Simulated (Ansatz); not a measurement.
Crystal: Mo.

```
Mo
1.0
    -1.58381    1.58381    1.58381
     1.58381   -1.58381    1.58381
     1.58381    1.58381   -1.58381
Mo
1
Cartesian
  0.0000 0.0000 0.0000
```

Base run:

* Program: Ansatz 0.2.0
* Functional: PBEsol
* Potentials or basis: all-electron LAPW, scalar-relativistic
* Cutoff: 249 eV (chosen from the basis error)
* Basis error allowed: 0.001 eV/atom
* k mesh: 12 × 12 × 12
* Occupations: fermi-dirac, width 0.05 eV
* Spin: no spin polarisation

Its results: pressure -9.6 GPa.

Task: The run is repeated on the same cell with these changes: functional from PBEsol to BLYP. What comes out?

Result: Pressure 8.0 GPa.

BLYP binds less tightly than PBEsol, so the same cell stands under more pressure.
